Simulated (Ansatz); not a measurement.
# Stress against strain in TiB$_{2}$

```xyz
3
Lattice="3.0292 0.0000 0.0000 -1.5146 2.6234 0.0000 0.0000 0.0000 3.2284" Properties=species:S:1:pos:R:3 pbc="T T T"
Ti    0.0000    0.0000    0.0000
B     0.0000    1.7489    1.6142
B     1.5146    0.8745    1.6142
```

Atom numbers follow the list: Ti1, B2, B3.

The cell is COD entry 2002799, as deposited and not checked against the literature; nothing was relaxed.

Computed with DFT, PBE, all-electron LAPW, scalar-relativistic in Ansatz 0.2.0.

Numerical set-up: a Γ-centred 15×15×13 k mesh, Fermi–Dirac smearing of 0.08 eV, basis error target 1 meV/atom, no spin polarisation.

The strain is applied along the Cartesian axes of the cell as listed (γ is the engineering shear, twice εxy = εyz = εzx). Fractional coordinates are held (clamped ions).

σ is the change of stress from the unstrained cell, which is at 0.26 GPa; tension is positive, so slopes are stress–strain coefficients at that pressure. In a metal the k mesh adds noise.

Only quantities that a quadratic follows smoothly over the whole series are listed; rougher ones are left out.

```
      γ  σxy (GPa)  σyz (GPa)
-0.0300      -9.18      -8.05
-0.0200      -6.06      -5.30
-0.0100      -3.00      -2.62
 0.0000       0.00       0.00
 0.0100       2.92       2.55
 0.0300       8.53       7.43
```

(1) Fit the series and read off the stiffness at zero strain.

(2) One run, at γ = 0.0200, is withheld. Predict its row.

Answers

(1) Least-squares fits y = p0 + p1 x + p2 x² to the rows give σxy (GPa): p1 = 295, p2 = -360; σyz (GPa): p1 = 258, p2 = -340.

(2) The fits give 5.76, 5.02; the run gave 5.77, 5.02.
